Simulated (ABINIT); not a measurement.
# BaTiO3 (R3m) in ABINIT: relaxation of cell and atoms with PBEsol

Aim: the relaxation of cell and atoms of BaTiO3 with PBEsol.

All numbers are computed with ABINIT 10.8.3 (patched build); they aren't measurements. Logs are shortened: lines on timing, memory, paths and dates and some standing lists are left out, and cuts for length are marked. The log counts tension as positive stress, the text compression.

### Step 1. The structure

It takes space group R3m (No. 160, trigonal). Conventional cell: a = 5.655 Å, b = 5.655 Å, c = 6.955 Å, α = 90.00°, β = 90.00°, γ = 120.00°. Around Ba (site symmetry 3m) lie 12 O at 2.79 to 2.89 Å. Around Ti (site symmetry 3m) lie 6 O at 1.87 to 2.14 Å. Around O (site symmetry m) lie 2 Ti at 1.87 to 2.14 Å.

### Step 2. Relaxation of cell and atoms, PBEsol

Contents of run.abi:

```
# Pseudopotentials
pp_dirpath "./"
pseudos "Ba.GGA_PBE-JTH.xml, Ti.GGA_PBE-JTH.xml, O.GGA_PBE-JTH.xml"

# Structure
acell 7.5668413483 7.5668413483 7.5668413483
rprim
     0.7061002468     0.4076671676     0.5789904333
    -0.7061002468     0.4076671676     0.5789904333
     0.0000000000    -0.8153343352     0.5789904333
ntypat 3
znucl 56 22 8
natom 5
typat 1 2 3 3 3
xred
     0.0000000000     0.0000000000     0.0000000000
     0.4845000000     0.4845000000     0.4845000000
     0.5086000000     0.0175000000     0.5086000000
     0.0175000000     0.5086000000     0.5086000000
     0.5086000000     0.5086000000     0.0175000000
chkprim 0
chksymtnons 0
tolsym 1.0e-6

# Plane-wave basis
ecut 23.0
pawecutdg 45.0
pawxcdev 0
pawovlp -1

# k points
kptopt 1
ngkpt 5 5 5
nshiftk 1
shiftk 0.0 0.0 0.0

# Exchange and correlation
ixc -116133

# Bands and occupations
nband 24
occopt 3
tsmear 0.05 eV

# SCF cycle
nstep 100
tolvrs 1.0e-9

# Output
iomode 3
prtwf 0
prtden 0
prteig 0
prtebands 0

# Relaxation
ionmov 2
ntime 60
tolmxf 0.0005
optcell 2
dilatmx 1.08
ecutsm 0.5
```

Potentials or basis: JTH PAW PBE v2.0.

The run is started by

```
> abinit run.abi > log 2>&1
```

run.abo:

```text
.Version 10.8.3 of ABINIT
 Symmetries : space group R3 m (#160); Bravais hR (rhombohedral)
================================================================================
 Values of the parameters that define the memory need of the present run
     intxc =       0    ionmov =       2      iscf =      17    lmnmax =      18
     lnmax =       6     mgfft =      36  mpssoang =       3    mqgrid =    3001
     natom =       5  nloc_mem =       2    nspden =       1   nspinor =       1
    nsppol =       1      nsym =       6    n1xccc =       1    ntypat =       3
    occopt =       3   xclevel =       2
       mpw =        2902          nfft =       46656          nkpt =          19
 PAW method is used; the additional fine FFT grid is defined by:
   mgfftf=        50    nfftf =    125000
================================================================================
================================================================================

--------------------------------------------------------------------------------
------------- Echo of variables that govern the present computation ------------
--------------------------------------------------------------------------------
 -outvars: echo values of preprocessed input variables --------
            acell      7.5668413483E+00  7.5668413483E+00  7.5668413483E+00 Bohr
              amu      1.37327000E+02  4.78800000E+01  1.59994000E+01
          chkprim           0
      chksymtnons           0
          dilatmx      1.08000000E+00
             ecut      2.30000000E+01 Hartree
           ecutsm      5.00000000E-01 Hartree
           ionmov           2
              ixc     -116133
         kptrlatt        5    0    0      0    5    0      0    0    5
          kptrlen      3.78342067E+01
            natom           5
            nband          24
            ngfft          36      36      36
          ngfftdg          50      50      50
             nkpt          19
            nstep         100
             nsym           6
            ntime          60
           ntypat           3
           occopt           3
          optcell           2
        pawecutdg      4.50000000E+01 Hartree
          pawovlp     -1.0000000000E+00
         pawxcdev           0
           prtden           0
        prtebands           0
           prteig           0
            prtwf           0
            rprim      7.0610024680E-01  4.0766716760E-01  5.7899043330E-01
                      -7.0610024680E-01  4.0766716760E-01  5.7899043330E-01
                       0.0000000000E+00 -8.1533433520E-01  5.7899043330E-01
          spgroup         160
           tolmxf      5.00000000E-04
           tolsym      1.00000000E-06
           tolvrs      1.00000000E-09
           tsmear      1.83746611E-03 Hartree
            typat      1  2  3  3  3
           useylm           1
           xangst      0.0000000000E+00  0.0000000000E+00  0.0000000000E+00
[... 859 lines left out ...]
   0.10575    0.12787    0.13264    0.13264    0.22942    0.22942    0.23464    0.31006
      occupation numbers for kpt#   1
   2.00000    2.00000    2.00000    2.00000    2.00000    2.00000    2.00000    2.00000
   2.00000    2.00000    2.00000    2.00000    2.00000    2.00000    2.00000    2.00000
   2.00000    2.00000    2.00000    2.00000    0.00000    0.00000    0.00000    0.00000
 prteigrs : prtvol=0 or 1, do not print more k-points.

--- !EnergyTerms
iteration_state     : {dtset: 1, itime: 6, icycle: 1, }
comment             : Components of total free energy in Hartree
kinetic             :  3.96291390982656E+01
hartree             :  2.94587026873712E+01
xc                  : -2.16452115713792E+01
Ewald energy        : -1.03369018832270E+02
psp_core            :  9.33364048832297E+00
local_psp           : -9.03120360767332E+01
PAW spherical_terms :  3.83515173364177E+00
internal            : -1.33069632472781E+02
'-kT*entropy'       : -4.48216915398969E-13
total_energy        : -1.33069632472782E+02
total_energy_eV     : -3.62100916682760E+03
...

--- !EnergyTermsDC
iteration_state     : {dtset: 1, itime: 6, icycle: 1, }
comment             : '"Double-counting" decomposition of free energy'
band_energy         : -1.43702712014405E+01
Ewald energy        : -1.03369018832270E+02
psp_core            :  9.33364048832297E+00
xc_dc               : -2.76350263262046E+01
PAW spherical_terms :  2.97104346471244E+00
internal            : -1.33069632406880E+02
'-kT*entropy'       : -4.48216915398969E-13
total_energy_dc     : -1.33069632406880E+02
total_energy_dc_eV  : -3.62100916503433E+03
...

--- !EnergyTermsWithPAWCore
iteration_state     : {dtset: 1, itime: 6, icycle: 1, }
comment             : 'Components of total free energy, including PAW core contributions'
Total energy        : -9.21072129536889E+03
Total energy DC     : -9.21072129530299E+03
Total energy (eV)   : -2.50636494772365E+05
Total energy DC (eV): -2.50636494770572E+05
...

 rms coord change=  1.4146E-03   atom, delta coord (reduced):
     1       -0.001987158713     -0.001987158713     -0.001987158713
     2        0.001659923847      0.001659923847      0.001659923847
     3        0.000846875019     -0.001366515172      0.000846875019
     4       -0.001366515172      0.000846875019      0.000846875019
     5        0.000846875019      0.000846875019     -0.001366515172

 Cartesian components of stress tensor (hartree/bohr^3)
  sigma(1 1)=  1.45909158E-06  sigma(3 2)=  0.00000000E+00
  sigma(2 2)=  1.45908786E-06  sigma(3 1)=  0.00000000E+00
  sigma(3 3)= -8.07520131E-07  sigma(2 1)=  0.00000000E+00

-Cartesian components of stress tensor (GPa)         [Pressure= -2.0699E-02 GPa]
- sigma(1 1)=  4.29279563E-02  sigma(3 2)=  0.00000000E+00
- sigma(2 2)=  4.29278468E-02  sigma(3 1)=  0.00000000E+00
- sigma(3 3)= -2.37580625E-02  sigma(2 1)=  0.00000000E+00

== END DATASET(S) ==============================================================
================================================================================

 -outvars: echo values of variables after computation  --------
            acell      7.5634001279E+00  7.5634001279E+00  7.5634001283E+00 Bohr
           etotal     -1.3306963241E+02
            fcart      2.0859369358E-20  7.2637664969E-21 -2.0760165810E-04
                      -1.5635673602E-21 -1.0238431771E-20 -2.5321117012E-05
                      -2.1576728632E-04  1.2457330083E-04  7.7640925039E-05
                       2.1576728632E-04  1.2457330083E-04  7.7640925039E-05
                       5.0757610472E-21 -2.4914660166E-04  7.7640925039E-05
            rprim      7.0632138763E-01  4.0779484332E-01  5.7863067940E-01
                      -7.0632138763E-01  4.0779484332E-01  5.7863067940E-01
                       0.0000000000E+00 -8.1558968660E-01  5.7863067937E-01
           strten      1.4590915771E-06  1.4590878558E-06 -8.0752013088E-07
                       0.0000000000E+00  0.0000000000E+00  0.0000000000E+00
           xangst      4.0300250595E-19  1.2095637761E-19 -1.3806178239E-02
                      -1.7456298299E-17  9.2927105176E-17  3.3776922375E+00
                       1.3945801204E+00 -8.0516120799E-01  2.3970188172E+00
                      -1.3945801204E+00 -8.0516120799E-01  2.3970188172E+00
                       4.2545216503E-17  1.6103224160E+00  2.3970188172E+00
             xred     -1.9871587135E-03 -1.9871587135E-03 -1.9871587135E-03
                       4.8615992385E-01  4.8615992385E-01  4.8615992385E-01
                       5.0944687502E-01  1.6133484828E-02  5.0944687502E-01
                       1.6133484828E-02  5.0944687502E-01  5.0944687502E-01
                       5.0944687502E-01  5.0944687502E-01  1.6133484828E-02
 Calculation completed.
```

Wall time 3 min (1 thread of AMD EPYC 9R45 (Zen 5), shared host); peak memory 0.16 GiB.

Results:

```
Free energy                            : -3621.0092 eV
Relaxed volume                         : 12.82 Å³/atom
Relaxed cell                           : a = 4.002 Å, b = 4.002 Å, c = 4.002 Å, α = 89.87°, β = 89.87°, γ = 89.87°
Space group after relaxing (to 0.05 Å) : R3m (No. 160)
Energy gained by relaxing              : 0.5 meV/atom
Ionic steps                            : 6
Pressure after relaxing                : 0.0 GPa
Largest force after relaxing           : 0.013 eV/Å
Band gap on the k mesh                 : 2.39 eV, indirect (least direct gap 2.63 eV)
```

Forces in eV/Å, atoms in the order of the input:
```
Ba   0.000  0.000 -0.011
Ti   0.000  0.000 -0.001
O   -0.011  0.006  0.004
O    0.011  0.006  0.004
O    0.000 -0.013  0.004
```

Step by step:
```
step  energy change (eV)  largest force (eV/Å)  pressure (GPa)  volume (Å³)
   1              0.0000                0.1434            0.34        64.20
   2             -0.0007                0.1216            0.07        64.27
   3             -0.0019                0.0778           -0.42        64.35
   4             -0.0023                0.0524           -0.41        64.30
   5             -0.0027                0.0210           -0.15        64.16
   6             -0.0027                0.0134           -0.02        64.11
```

Final structure:
```
Ba Ti O
1.0
     2.82697    1.63215    2.31590
    -2.82697    1.63215    2.31590
     0.00000   -3.26430    2.31590
Ba Ti O
1 1 3
Direct
  0.99801 0.99801 0.99801
  0.48616 0.48616 0.48616
  0.50945 0.01613 0.50945
  0.01613 0.50945 0.50945
  0.50945 0.50945 0.01613
```

Levels at points of the mesh, in eV from the valence-band top:
| k point | band 16 | band 17 | band 18 | band 19 | band 20 | band 21 | band 22 | band 23 | band 24 |
| --- | --- | --- | --- | --- | --- | --- | --- | --- | --- |
| (0.00, 0.00, 0.00) | -1.19 | -0.98 | -0.37 | -0.24 | -0.24 | 2.39 | 2.39 | 2.53 | 4.58 |

Caveat: this set's barium file shifts pressures by 1.5 GPa and gaps by 0.1 eV against other sets; the PAW data sets were made with another functional, which shifts forces and pressure a little; spin-orbit coupling is left out, which moves the levels of the heavy elements; an odd mesh through Γ misses points on the zone boundary, where band edges often lie; the atomic spheres overlap.
